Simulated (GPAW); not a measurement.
# YN (Fm-3m) in GPAW: convergence with plane-wave cutoff (eV)

Aim: find how far plane-wave cutoff (eV) must go before the results for YN settle, at PBEsol. This setting moves, with any that are tied to it; all else stays.

Everything below comes from runs of GPAW 26.7.0. Logs are shortened: lines on timing, memory, paths and dates and some standing lists are left out, and cuts for length are marked. The log counts tension as positive stress, the text compression.

### 1 The crystal as given

Symmetry: Fm-3m, No. 225, cubic system. The conventional cell has a = 4.877 Å, b = 4.877 Å, c = 4.877 Å, α = 90.00°, β = 90.00°, γ = 90.00°. Y (site symmetry m-3m) is surrounded by 6 N at 2.44 Å. N (site symmetry m-3m) is surrounded by 6 Y at 2.44 Å.

### 2 With plane-wave cutoff (eV) 300

Input file run.py:

```python
from ase.dft.bandgap import bandgap
from ase.io import read, write
from ase.units import GPa
from gpaw import GPAW, PW, setup_paths

setup_paths.insert(0, '.')

atoms = read('POSCAR')

calc = GPAW(mode=PW(300),
            xc='PBEsol',
            kpts={'size': (9, 9, 9), 'gamma': True},
            occupations={'name': 'fermi-dirac', 'width': 0.05},
            nbands=18,
            convergence={'density': 1e-05, 'energy': 1e-05},
            maxiter=100,
            txt='gpaw.txt')
atoms.calc = calc
energy = atoms.get_potential_energy()
forces = atoms.get_forces()
stress = atoms.get_stress()
calc.write('gs.gpw')
write('result.traj', atoms)
print(f'Energy: {energy:.6f} eV')
print('Forces (eV/A):')
print(forces.round(4))
print('Stress (GPa):', (stress / GPa).round(3))
print('Fermi level:', round(calc.get_fermi_level(), 4), 'eV')
print(f'Gap: {bandgap(calc)[0]:.4f} eV, direct: {bandgap(calc, direct=True)[0]:.4f} eV')
```

Input file POSCAR:

```
YN
1.0
    0.0000000000      2.4385000000      2.4385000000
    2.4385000000      0.0000000000      2.4385000000
    2.4385000000      2.4385000000      0.0000000000
Y N
1 1
Direct
    0.0000000000      0.0000000000      0.0000000000
    0.5000000000      0.5000000000      0.5000000000
```

Potentials or basis: PAW data sets generated in the run's folder for this functional, pw.

Command:

```console
> gpaw-setup -f PBEsol N Y
> OMP_NUM_THREADS=1 python run.py
```

Wall time 9.8 s (1 thread of Arm Neoverse V1, shared host); peak memory 0.13 GiB.

Results:

```yaml
Free_energy: -12.2094 eV
Pressure: -54.7 GPa
Band_gap_on_the_k_mesh: none (metal or under the smearing width)
```

### 3 With plane-wave cutoff (eV) 350

Edit run.py of step 2 so:

```diff
@@ -9,3 +9,3 @@
 
-calc = GPAW(mode=PW(300),
+calc = GPAW(mode=PW(350),
             xc='PBEsol',
```

POSCAR is that of step 2.

Potentials or basis: PAW data sets generated in the run's folder for this functional, pw.

Command:

```console
> gpaw-setup -f PBEsol N Y
> OMP_NUM_THREADS=1 python run.py
```

Wall time 11 s (1 thread of Arm Neoverse V1, shared host); peak memory 0.13 GiB.

What came out:

```
Free energy            : -14.3086 eV
Pressure               : -42.2 GPa
Band gap on the k mesh : none (metal or under the smearing width)
```

### 4 With plane-wave cutoff (eV) 400

Edit run.py of step 3 so:

```diff
@@ -9,3 +9,3 @@
 
-calc = GPAW(mode=PW(350),
+calc = GPAW(mode=PW(400),
             xc='PBEsol',
```

POSCAR is that of step 3.

Command:

```console
> gpaw-setup -f PBEsol N Y
> OMP_NUM_THREADS=1 python run.py
```

It took 11 s on 1 thread of Arm Neoverse V1, shared host; peak memory 0.13 GiB.

Results:

```
Free energy            : -15.6062 eV
Pressure               : -31.3 GPa
Band gap on the k mesh : 0.13 eV, indirect (least direct gap 0.52 eV)
```

### 5 With plane-wave cutoff (eV) 500

Edit run.py of step 4 so:

```diff
@@ -9,3 +9,3 @@
 
-calc = GPAW(mode=PW(400),
+calc = GPAW(mode=PW(500),
             xc='PBEsol',
```

POSCAR is that of step 4.

Command:

```console
> gpaw-setup -f PBEsol N Y
> OMP_NUM_THREADS=1 python run.py
```

Wall time 16 s (1 thread of Arm Neoverse V1, shared host); peak memory 0.14 GiB.

Results:

```yaml
Free_energy: -16.8741 eV
Pressure: -15.6 GPa
Band_gap_on_the_k_mesh: 0.14 eV, indirect (least direct gap 0.57 eV)
```

### 6 With plane-wave cutoff (eV) 600

Edit run.py of step 5 so:

```diff
@@ -9,3 +9,3 @@
 
-calc = GPAW(mode=PW(500),
+calc = GPAW(mode=PW(600),
             xc='PBEsol',
```

POSCAR is that of step 5.

Potentials or basis: PAW data sets generated in the run's folder for this functional, pw.

Command:

```console
> gpaw-setup -f PBEsol N Y
> OMP_NUM_THREADS=1 python run.py
```

It took 16 s on 1 thread of Arm Neoverse V1, shared host; peak memory 0.15 GiB.

The run converged. Its results:

| Item | Value |
| --- | --- |
| Free energy | -17.2981 eV |
| Pressure | -7.7 GPa |
| Band gap on the k mesh | 0.16 eV, indirect (least direct gap 0.58 eV) |

### 7 With plane-wave cutoff (eV) 700

Edit run.py of step 6 so:

```diff
@@ -9,3 +9,3 @@
 
-calc = GPAW(mode=PW(600),
+calc = GPAW(mode=PW(700),
             xc='PBEsol',
```

POSCAR is that of step 6.

Command:

```console
> gpaw-setup -f PBEsol N Y
> OMP_NUM_THREADS=1 python run.py
```

It took 27 s on 1 thread of Arm Neoverse V1, shared host; peak memory 0.16 GiB.

Results (log left out):

| Property | Result |
| --- | --- |
| Free energy | -17.4287 eV |
| Pressure | -4.3 GPa |
| Band gap on the k mesh | 0.18 eV, indirect (least direct gap 0.58 eV) |

### 8 With plane-wave cutoff (eV) 800

Edit run.py of step 7 so:

```diff
@@ -9,3 +9,3 @@
 
-calc = GPAW(mode=PW(700),
+calc = GPAW(mode=PW(800),
             xc='PBEsol',
```

POSCAR is that of step 7.

Command:

```console
> gpaw-setup -f PBEsol N Y
> OMP_NUM_THREADS=1 python run.py
```

Run time: 27 s. Hardware: 1 thread of Arm Neoverse V1, shared host; peak memory 0.17 GiB.

It converged, with:

- Free energy: -17.4625 eV
- Pressure: -3.2 GPa
- Band gap on the k mesh: 0.17 eV, indirect (least direct gap 0.58 eV)

### 9 With plane-wave cutoff (eV) 1000

Edit run.py of step 8 so:

```diff
@@ -9,3 +9,3 @@
 
-calc = GPAW(mode=PW(800),
+calc = GPAW(mode=PW(1000),
             xc='PBEsol',
```

POSCAR is that of step 8.

Potentials or basis: PAW data sets generated in the run's folder for this functional, pw.

Command:

```console
> gpaw-setup -f PBEsol N Y
> OMP_NUM_THREADS=1 python run.py
```

Run time: 38 s. Hardware: 1 thread of Arm Neoverse V1, shared host; peak memory 0.19 GiB.

The run converged. Its results:

| Property | Result |
| --- | --- |
| Free energy | -17.4724 eV |
| Pressure | -2.8 GPa |
| Band gap on the k mesh | 0.17 eV, indirect (least direct gap 0.58 eV) |

### 10 With plane-wave cutoff (eV) 1200

Edit run.py of step 9 so:

```diff
@@ -9,3 +9,3 @@
 
-calc = GPAW(mode=PW(1000),
+calc = GPAW(mode=PW(1200),
             xc='PBEsol',
```

POSCAR is that of step 9.

Potentials or basis: PAW data sets generated in the run's folder for this functional, pw.

Command:

```console
> gpaw-setup -f PBEsol N Y
> OMP_NUM_THREADS=1 python run.py
```

gpaw.txt:

```text
__  _  _
 | _ |_)|_||  |
 |__||  | ||/\| - 26.7.0

Input parameters:
  mode=PW(ecut=1200.0),
  convergence={'density': 1e-05, 'energy': 1e-05},
  kpts=MonkhorstPack(size=(9, 9, 9), gamma=True),
  maxiter=100,
  nbands=18,
  occupations=Occupations(name='fermi-dirac', width=0.05),
  xc=XC(name='PBEsol')

Diagonalizing LCAO Hamiltonian
Converting LCAO to pw mode

               N

       Y

Atoms  # Å, Bohr magnetons
|   | symbol |        x |        y |        z |    initial magnetic moments |
|---|--------|----------|----------|----------|-----------------------------|
| 0 |      Y | 0.000000 | 0.000000 | 0.000000 | ( 0.0000,  0.0000,  0.0000) |
| 1 |      N | 2.438500 | 2.438500 | 2.438500 | ( 0.0000,  0.0000,  0.0000) |

Unit cell  # Å
| periodic |        x |        y |        z |  lengths |    angles |
|----------|----------|----------|----------|----------|-----------|
|      yes | 0.000000 | 2.438500 | 2.438500 | 3.448560 | 60.000000 |
|      yes | 2.438500 | 0.000000 | 2.438500 | 3.448560 | 60.000000 |
|      yes | 2.438500 | 2.438500 | 0.000000 | 3.448560 | 60.000000 |

Number of symmetries: 48
Symmetry operations  # r_c * U_cc + t_c -> r_c
|    | kind |            matrix            |
|----|------|------------------------------|
|  0 |  σ   |  1, 0, 0,  1, 0,-1,  1,-1, 0 |
|  1 |  C2  |  1, 0, 0,  1,-1, 0,  1, 0,-1 |
|  2 |  E   |  1, 0, 0,  0, 1, 0,  0, 0, 1 |
|  3 |  σ   |  1, 0, 0,  0, 0, 1,  0, 1, 0 |
|  4 |  C4  |  1, 0,-1,  1, 0, 0,  1,-1, 0 |
|  5 |  S6  |  1, 0,-1,  1,-1, 0,  1, 0, 0 |
|  6 |  σ   |  1, 0,-1,  0, 1,-1,  0, 0,-1 |
|  7 |  C3  |  1, 0,-1,  0, 0,-1,  0, 1,-1 |
|  8 |  S6  |  1,-1, 0,  1, 0, 0,  1, 0,-1 |
|  9 |  C4  |  1,-1, 0,  1, 0,-1,  1, 0, 0 |
| 10 |  C3  |  1,-1, 0,  0,-1, 1,  0,-1, 0 |
| 11 |  σ   |  1,-1, 0,  0,-1, 0,  0,-1, 1 |
| 12 |  σ   |  0, 1, 0,  1, 0, 0,  0, 0, 1 |
| 13 |  C4  |  0, 1, 0,  0, 1,-1, -1, 1, 0 |
| 14 |  C3  |  0, 1, 0,  0, 0, 1,  1, 0, 0 |
| 15 |  S6  |  0, 1, 0, -1, 1, 0,  0, 1,-1 |
| 16 |  C2  |  0, 1,-1,  1, 0,-1,  0, 0,-1 |
| 17 |  σ   |  0, 1,-1,  0, 1, 0, -1, 1, 0 |
| 18 |  S4  |  0, 1,-1,  0, 0,-1,  1, 0,-1 |
[... 145 lines left out ...]
occupation numbers:
  Fermi-Dirac:
    width: 0.0500  # eV

poisson solver:
  ecut: 9600.0  # eV

xc functional:
  name: PBEsol with 2 nearest neighbor stencil

convergence criteria:
- Maximum integral of absolute [dens]ity change: 1e-05 electrons / valence electron
- Maximum [total energy] change in last 3 cyles: 1e-05 eV / valence electron
- Maximum integral of absolute [eigenst]ate change: 4e-08 eV^2 / valence electron
maximum number of iterations: 100

SCF iterations
|iter     | |      energy | eigst |  dens |
|---------|-|-------------|-------|-------|
|iter:   1| |  -19.421126 | -0.14 |       |
|iter:   2| |  -18.776607 | -2.12 | -0.83 |
|iter:   3| |  -17.483165 | -1.31 | -0.89 |
|iter:   4| |  -17.473232 | -2.71 | -1.49 |
|iter:   5| |  -17.474136 | -3.09 | -1.68 |
|iter:   6| |  -17.473563 | -4.69 | -2.63 |
|iter:   7| |  -17.473573 | -5.91 | -3.20 |
|iter:   8| |  -17.473576c| -7.21 | -3.80 |
|iter:   9| |  -17.473575c| -8.21c| -4.27 |
|iter:  10| |  -17.473575c| -9.22c| -5.35c|

Converged in 10 steps
Energy contributions relative to reference atoms: (reference = -93513.408812)

Energy contributions:
  Kinetic:          13.495393
  Coulomb:         -13.903010
  Zero:             -0.168980
  External:          0.000000
  Xc:              -16.896719
  Entropy:          -0.000520
  Spinorbit:         0.000000
  ----------------------------
  Free energy:     -17.473835
  Extrapolated:    -17.473575

dipole moment: (-18.205828, -18.205828, -18.205828)  # |e|*Ang

Fermi level: 8.436
Eigenvalues  # (at kpt = [0.000, 0.000, 0.000])
| band index |      eig [eV] | occ [0-2] |
|------------|---------------|-----------|
|          0 |       -32.276 |     2.000 |
|          1 |       -11.966 |     2.000 |
|          2 |       -11.966 |     2.000 |
|          3 |       -11.966 |     2.000 |
|          4 |        -4.479 |     2.000 |
|          5 |         8.367 |     1.595 |
[... 8 lines left out ...]
|         14 |        19.134 |     0.000 |
|         15 |        31.813 |     0.000 |
|        ... |               |           |
|         17 |        31.813 |     0.000 |

Gap: 0.175 eV
Transition (v -> c):
  (s=0, k=0, n=7, [0.00, 0.00, 0.00]) -> (s=0, k=30, n=8, [0.44, 0.44, 0.00])
Direct/indirect transitions are different
Direct gap: 0.580 eV
Transition at: (s=0, k=30, n=7, [0.44, 0.44, 0.00])

Forces  # eV/Ang
|        x |       y |       z |
|----------|---------|---------|
| -0.00000 | 0.00000 | 0.00000 |  # Y    0
| -0.00000 | 0.00000 | 0.00000 |  # N    1

Stress tensor  # eV/Ang^3
|         x |         y |         z |
|-----------|-----------|-----------|
|  0.017384 |  0.000000 | -0.000000 |
|  0.000000 |  0.017384 | -0.000000 |
| -0.000000 | -0.000000 |  0.017384 |

# Writing to gs.gpw (mode='')
```

stdout:

```text
Energy: -17.473575 eV
Forces (eV/A):
[[-0.  0.  0.]
 [-0.  0.  0.]]
Stress (GPa): [ 2.785  2.785  2.785 -0.    -0.     0.   ]
Fermi level: 8.4357 eV
Gap: 0.1747 eV, direct: 0.5801 eV
```

Wall time 44 s (1 thread of Arm Neoverse V1, shared host); peak memory 0.2 GiB.

What came out:

```yaml
Free_energy: -17.4738 eV
Pressure: -2.8 GPa
Band_gap_on_the_k_mesh: 0.17 eV, indirect (least direct gap 0.58 eV)
```

### 11 Summary

```
plane-wave cutoff (eV)  energy less the tightest run, at zero smearing (meV/atom)  pressure (GPa)  gap on the mesh (eV)  SCF cycles  CPU time (s)  peak memory (GiB)
                   300                                                    2632.31          -54.66                 0.000          10           9.7               0.13
                   350                                                    1582.71          -42.25                 0.000          10            11               0.13
                   400                                                     933.86          -31.29                 0.133          10            11               0.13
                   500                                                     299.87          -15.57                 0.144          10            16               0.14
                   600                                                      87.87           -7.66                 0.165          10            16               0.15
                   700                                                      22.58           -4.35                 0.175          10            27               0.16
                   800                                                       5.69           -3.22                 0.175          10            27               0.17
                  1000                                                       0.72           -2.80                 0.175          10            38               0.19
                  1200                                                       0.00           -2.79                 0.175          10            44                0.2
```

Against the tightest run, the energy stays within 1 meV/atom from 1000 on; the pressure stays within 0.1 GPa from 1000 on; the gap on the mesh stays within 0.01 eV from 600 on. The tightest run that finished is the yardstick and may itself not be fully converged.

Caveats: an odd mesh through Γ misses points on the zone boundary, where band edges often lie.
